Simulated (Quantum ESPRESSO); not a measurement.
# Sc (C2/m) in Quantum ESPRESSO: convergence with wavefunction cutoff

Aim: find how far wavefunction cutoff must go before the results for Sc settle, at PBE. This setting moves, with any that are tied to it; all else stays.

All numbers are computed with Quantum ESPRESSO 7.5; they aren't measurements. Logs are shortened: lines on timing, memory, paths and dates and some standing lists are left out, and cuts for length are marked.

## Step 1: The cell of the first run

The typed cell holds 2 atoms: a = 3.309 Å, b = 3.309 Å, c = 5.273 Å, α = 90.00°, β = 90.00°, γ = 120.00°.

The cell isn't the ideal one: atoms moved at random, drawn with an rms of 0.02 Å.

## Step 2: With wavefunction cutoff 18 Ry

Contents of pw.in:

```
&CONTROL
  calculation = 'scf'
  prefix = 'pwscf'
  outdir = './tmp'
  pseudo_dir = './pseudo'
  tprnfor = .true.
  tstress = .true.
  disk_io = 'nowf'
/
&SYSTEM
  ibrav = 0
  nat = 2
  ntyp = 1
  ecutwfc = 18
  ecutrho = 360
  nbnd = 18
  occupations = 'smearing'
  smearing = 'mp'
  degauss = 0.00999582
/
&ELECTRONS
  conv_thr = 4d-10
  electron_maxstep = 120
  mixing_beta = 0.5
/
ATOMIC_SPECIES
Sc    44.9559 sc_pbe_v1.uspp.F.UPF
CELL_PARAMETERS angstrom
   3.3090000000    0.0000000000    0.0000000000
  -1.6545000000    2.8656780611    0.0000000000
   0.0000000000    0.0000000000    5.2733000000
ATOMIC_POSITIONS crystal
Sc     0.6637300000    0.3317180000    0.7488110000
Sc     0.3290140000    0.6663770000    0.2468710000
K_POINTS automatic
9 9 5 0 0 0
```

Potentials or basis: GBRV 1.5 PBE.

Run with:

```bash
$ OMP_NUM_THREADS=1 pw.x -in pw.in > pw.out
```

Wall time 36 s (1 thread of Arm Neoverse V1, shared host); peak memory 0.18 GiB.

What came out:

* Free energy: -2566.3597 eV
* Pressure: -2.5 GPa
* Largest force: 0.038 eV/Å
* Band gap on the k mesh: none (metal or under the smearing width)

## Step 3: With wavefunction cutoff 22 Ry

pw.in, as its differences from that of step 2:

```diff
@@ -13,3 +13,3 @@
   ntyp = 1
-  ecutwfc = 18
+  ecutwfc = 22
   ecutrho = 360
```

Potentials or basis: GBRV 1.5 PBE.

Run with:

```bash
$ OMP_NUM_THREADS=1 pw.x -in pw.in > pw.out
```

Run time: 35 s. Hardware: 1 thread of Arm Neoverse V1, shared host; peak memory 0.19 GiB.

Results:

```yaml
Free_energy: -2566.5488 eV
Pressure: -2.4 GPa
Largest_force: 0.038 eV/Å
Band_gap_on_the_k_mesh: none (metal or under the smearing width)
```

## Step 4: With wavefunction cutoff 27 Ry

pw.in, as its differences from that of step 3:

```diff
@@ -13,3 +13,3 @@
   ntyp = 1
-  ecutwfc = 22
+  ecutwfc = 27
   ecutrho = 360
```

Run with:

```bash
$ OMP_NUM_THREADS=1 pw.x -in pw.in > pw.out
```

Run time: 64 s. Hardware: 1 thread of Arm Neoverse V1, shared host; peak memory 0.2 GiB.

Results:

```yaml
Free_energy: -2566.6449 eV
Pressure: -1.1 GPa
Largest_force: 0.038 eV/Å
Band_gap_on_the_k_mesh: none (metal or under the smearing width)
```

## Step 5: With wavefunction cutoff 31 Ry

pw.in, as its differences from that of step 4:

```diff
@@ -13,3 +13,3 @@
   ntyp = 1
-  ecutwfc = 27
+  ecutwfc = 31
   ecutrho = 360
```

Run with:

```bash
$ OMP_NUM_THREADS=1 pw.x -in pw.in > pw.out
```

Run time: 71 s. Hardware: 1 thread of Arm Neoverse V1, shared host; peak memory 0.21 GiB.

What came out:

```
Free energy            : -2566.6569 eV
Pressure               : -0.8 GPa
Largest force          : 0.038 eV/Å
Band gap on the k mesh : none (metal or under the smearing width)
```

## Step 6: With wavefunction cutoff 36 Ry

pw.in, as its differences from that of step 5:

```diff
@@ -13,3 +13,3 @@
   ntyp = 1
-  ecutwfc = 31
+  ecutwfc = 36
   ecutrho = 360
```

Potentials or basis: GBRV 1.5 PBE.

Run with:

```bash
$ OMP_NUM_THREADS=1 pw.x -in pw.in > pw.out
```

It took 82 s on 1 thread of Arm Neoverse V1, shared host; peak memory 0.23 GiB.

The run converged. Its results:

- Free energy: -2566.6671 eV
- Pressure: -0.9 GPa
- Largest force: 0.038 eV/Å
- Band gap on the k mesh: none (metal or under the smearing width)

## Step 7: With wavefunction cutoff 40 Ry

pw.in, as its differences from that of step 6:

```diff
@@ -13,3 +13,3 @@
   ntyp = 1
-  ecutwfc = 36
+  ecutwfc = 40
   ecutrho = 360
```

Run with:

```bash
$ OMP_NUM_THREADS=1 pw.x -in pw.in > pw.out
```

It took 84 s on 1 thread of Arm Neoverse V1, shared host; peak memory 0.24 GiB.

The run converged. Its results:

```
Free energy            : -2566.6760 eV
Pressure               : -0.9 GPa
Largest force          : 0.038 eV/Å
Band gap on the k mesh : none (metal or under the smearing width)
```

## Step 8: With wavefunction cutoff 45 Ry

pw.in, as its differences from that of step 7:

```diff
@@ -13,3 +13,3 @@
   ntyp = 1
-  ecutwfc = 40
+  ecutwfc = 45
   ecutrho = 360
```

Run with:

```bash
$ OMP_NUM_THREADS=1 pw.x -in pw.in > pw.out
```

Run time: 2 min. Hardware: 1 thread of Arm Neoverse V1, shared host; peak memory 0.25 GiB.

Results (log left out):

- Free energy: -2566.6812 eV
- Pressure: -0.8 GPa
- Largest force: 0.038 eV/Å
- Band gap on the k mesh: none (metal or under the smearing width)

## Step 9: With wavefunction cutoff 54 Ry

pw.in, as its differences from that of step 8:

```diff
@@ -13,4 +13,4 @@
   ntyp = 1
-  ecutwfc = 45
-  ecutrho = 360
+  ecutwfc = 54
+  ecutrho = 432
   nbnd = 18
```

Potentials or basis: GBRV 1.5 PBE.

Run with:

```bash
$ OMP_NUM_THREADS=1 pw.x -in pw.in > pw.out
```

Run time: 2.4 min. Hardware: 1 thread of Arm Neoverse V1, shared host; peak memory 0.33 GiB.

It converged, with:

```yaml
Free_energy: -2566.6830 eV
Pressure: -0.8 GPa
Largest_force: 0.038 eV/Å
Band_gap_on_the_k_mesh: none (metal or under the smearing width)
```

## Step 10: With wavefunction cutoff 68 Ry

pw.in, as its differences from that of step 9:

```diff
@@ -13,4 +13,4 @@
   ntyp = 1
-  ecutwfc = 54
-  ecutrho = 432
+  ecutwfc = 68
+  ecutrho = 544
   nbnd = 18
```

Potentials or basis: GBRV 1.5 PBE.

Run with:

```bash
$ OMP_NUM_THREADS=1 pw.x -in pw.in > pw.out
```

pw.out:

```text
This program is part of the open-source Quantum ESPRESSO suite
     for quantum simulation of materials; please cite
         "P. Giannozzi et al., J. Phys.:Condens. Matter 21 395502 (2009);
         "P. Giannozzi et al., J. Phys.:Condens. Matter 29 465901 (2017);
         "P. Giannozzi et al., J. Chem. Phys. 152 154105 (2020);
     in publications or presentations arising from this work. More details at

     G-vector sticks info
     --------------------
     sticks:   dense  smooth     PW     G-vecs:    dense   smooth      PW
     Sum        1483     745    211                72391    25589    4115

     Using Slab Decomposition

     bravais-lattice index     =            0
     lattice parameter (alat)  =       6.2531  a.u.
     unit-cell volume          =     337.4452 (a.u.)^3
     number of atoms/cell      =            2
     number of atomic types    =            1
     number of electrons       =        22.00
     number of Kohn-Sham states=           18
     kinetic-energy cutoff     =      68.0000  Ry
     charge density cutoff     =     544.0000  Ry
     scf convergence threshold =      4.0E-10
     mixing beta               =       0.5000
     number of iterations used =            8  plain     mixing
     Exchange-correlation= SLA  PW   PBE  PBE
                           (   1   4   3   4   0   0   0)

     celldm(1)=   6.253104  celldm(2)=   0.000000  celldm(3)=   0.000000
     celldm(4)=   0.000000  celldm(5)=   0.000000  celldm(6)=   0.000000

     crystal axes: (cart. coord. in units of alat)
               a(1) = (   1.000000   0.000000   0.000000 )
               a(2) = (  -0.500000   0.866025   0.000000 )
               a(3) = (   0.000000   0.000000   1.593623 )

     reciprocal axes: (cart. coord. in units 2 pi/alat)
               b(1) = (  1.000000  0.577350 -0.000000 )
               b(2) = (  0.000000  1.154701  0.000000 )
               b(3) = (  0.000000 -0.000000  0.627501 )

     PseudoPot. # 1 for Sc read from file:
     sc_pbe_v1.uspp.F.UPF
     Pseudo is Ultrasoft + core correction, Zval = 11.0
     Generated by new atomic code, or converted to UPF format
     Using radial grid of  849 points,  6 beta functions with:
                l(1) =   0
                l(2) =   0
                l(3) =   1
                l(4) =   1
                l(5) =   2
                l(6) =   2
     Q(r) pseudized with  6 coefficients,  rinner =    1.200   1.200   1.200
                                                       1.200   1.200

     atomic species   valence    mass     pseudopotential
     Sc               11.00    44.95590     Sc( 1.00)

     No symmetry found

   Cartesian axes

     site n.     atom                  positions (alat units)
         1        Sc     tau(   1) = (   0.4978710   0.2872762   1.1933228  )
         2        Sc     tau(   2) = (  -0.0041745   0.5770994   0.3934194  )

     number of k points=   203  Methfessel-Paxton smearing, width (Ry)=  0.0100

     Number of k-points >= 100: set verbosity='high' to print them.

     Dense  grid:    72391 G-vectors     FFT dimensions: (  48,  48,  75)

     Smooth grid:    25589 G-vectors     FFT dimensions: (  36,  36,  54)

     Initial potential from superposition of free atoms

     starting charge      21.9952, renormalised to      22.0000
     Starting wfcs are   26 randomized atomic wfcs

     Self-consistent Calculation

     iteration #  1     ecut=    68.00 Ry     beta= 0.50
     Davidson diagonalization with overlap
     ethr =  1.00E-02,  avg # of iterations =  2.0

     Threshold (ethr) on eigenvalues was too large:
     Diagonalizing with lowered threshold

     Davidson diagonalization with overlap
     ethr =  7.78E-05,  avg # of iterations =  3.5

     total energy              =    -188.64292503 Ry
     estimated scf accuracy    <       0.02541190 Ry

     iteration #  2     ecut=    68.00 Ry     beta= 0.50
     Davidson diagonalization with overlap
     ethr =  1.16E-04,  avg # of iterations =  3.0
[... 57 lines left out ...]
     total energy              =    -188.64792384 Ry
     estimated scf accuracy    <          4.0E-10 Ry

     iteration # 11     ecut=    68.00 Ry     beta= 0.50
     Davidson diagonalization with overlap
     ethr =  1.83E-12,  avg # of iterations =  3.2

     End of self-consistent calculation

     Number of k-points >= 100: set verbosity='high' to print the bands.

     the Fermi energy is     9.0716 ev

!    total energy              =    -188.64792384 Ry
     estimated scf accuracy    <          2.6E-11 Ry
     smearing contrib. (-TS)   =      -0.00019263 Ry
     internal energy E=F+TS    =    -188.64773121 Ry

     The total energy is F=E-TS. E is the sum of the following terms:
     one-electron contribution =     -78.16872669 Ry
     hartree contribution      =      42.61558747 Ry
     xc contribution           =     -26.62058999 Ry
     ewald contribution        =    -126.47400200 Ry

     convergence has been achieved in  11 iterations

     Forces acting on atoms (cartesian axes, Ry/au):

     atom    1 type  1   force =    -0.00030343    0.00017020   -0.00143671
     atom    2 type  1   force =     0.00030343   -0.00017020    0.00143671

     Total force =     0.002091     Total SCF correction =     0.000008

     Computing stress (Cartesian axis) and pressure

          total   stress  (Ry/bohr**3)                   (kbar)     P=       -7.37
  -0.00001598   0.00000175   0.00000008           -2.35        0.26        0.01
   0.00000175  -0.00001401  -0.00000004            0.26       -2.06       -0.01
   0.00000008  -0.00000004  -0.00012036            0.01       -0.01      -17.71

=------------------------------------------------------------------------------=
   JOB DONE.
=------------------------------------------------------------------------------=
```

It took 4 min on 1 thread of Arm Neoverse V1, shared host; peak memory 0.45 GiB.

What came out:

* Free energy: -2566.6858 eV
* Pressure: -0.7 GPa
* Largest force: 0.038 eV/Å
* Band gap on the k mesh: none (metal or under the smearing width)

## Step 11: Summary

```
wavefunction cutoff  energy less the tightest run, at zero smearing (meV/atom)  pressure (GPa)  SCF cycles  CPU time (s)  peak memory (GiB)
              18 Ry                                                     163.01           -2.51          11            36               0.18
              22 Ry                                                      68.46           -2.41          11            35               0.19
              27 Ry                                                      20.42           -1.06          11            64                0.2
              31 Ry                                                      14.45           -0.81          11            71               0.21
              36 Ry                                                       9.33           -0.91          11            82               0.23
              40 Ry                                                       4.86           -0.85          10            84               0.24
              45 Ry                                                       2.29           -0.75          10           120               0.25
              54 Ry                                                       1.37           -0.76          11           150               0.33
              68 Ry                                                       0.00           -0.74          11           240               0.45
```

Against the tightest run, the pressure stays within 0.1 GPa from 45 Ry on. Not settled before the last step: the energy (to 1 meV/atom). The tightest run that finished is the yardstick and may itself not be fully converged.
